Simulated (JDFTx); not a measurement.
SiC: single point with PBEsol

The system is SiC.

```
CELL_PARAMETERS angstrom
3.07569 0.00000 0.00000
-1.53785 2.66363 0.00000
0.00000 0.00000 10.07065
ATOMIC_POSITIONS crystal
Si 0.00000 0.00000 0.18789
Si 0.00000 0.00000 0.68789
Si 0.33333 0.66667 0.43784
Si 0.66667 0.33333 0.93784
C 0.00000 0.00000 0.00046
C 0.00000 0.00000 0.50046
C 0.33333 0.66667 0.24980
C 0.66667 0.33333 0.74980
```

The cell is a database's computed one.

```json
{
 "Program": "JDFTx 1.7.0 (patched build)",
 "Task": "single point",
 "Functional": "PBEsol",
 "Potentials or basis": "PseudoDojo-SR-PBEsol-0.4.1-standard with smoothed tails",
 "Cutoff": "1116 eV",
 "Density cutoff": "8925 eV",
 "k mesh": "10 × 10 × 3",
 "Occupations": "fermi-dirac, width 0.05 eV",
 "Spin": "no spin polarisation"
}
```

```json
{
 "Pressure": "0.5 GPa",
 "Largest force": "0.006 eV/Å",
 "Band gap on the k mesh": "2.11 eV, indirect (least direct gap 3.25 eV)",
 "Loewdin charges": "Si +1.08, +1.07; C -1.00, -1.01 e"
}
```

Forces on the atoms (eV/Å):
```
Si   0.000  0.000  0.000
Si   0.000  0.000  0.000
Si   0.000  0.000 -0.005
Si   0.000  0.000 -0.005
C    0.000  0.000 -0.001
C    0.000  0.000 -0.001
C    0.000  0.000  0.006
C    0.000  0.000  0.006
```

Stress tensor (GPa, compression positive):
```
0.55 0.00 0.00
0.00 0.55 0.00
0.00 0.00 0.43
```

Levels at points of the mesh, in eV from the valence-band top:
| k point | band 12 | band 13 | band 14 | band 15 | band 16 | band 17 | band 18 | band 19 | band 20 | band 21 |
| --- | --- | --- | --- | --- | --- | --- | --- | --- | --- | --- |
| (0.00, 0.00, 0.00) | -0.59 | -0.59 | -0.05 | 0.00 | 0.00 | 5.04 | 5.62 | 6.26 | 6.26 | 6.92 |
| (0.00, 0.50, 0.00) | -2.42 | -2.39 | -2.24 | -1.60 | -1.13 | 2.11 | 2.24 | 4.12 | 4.67 | 5.21 |

It took 4.5 min on 1 thread of AMD EPYC 7R43 64-Core Processor (Zen 3) (shared host), peak memory 0.46 GiB.

Caveat: the empty levels aren't tightly converged; an odd mesh through Γ misses points on the zone boundary, where band edges often lie. PBEsol gaps usually lie below the measured ones, often by a third to a half.
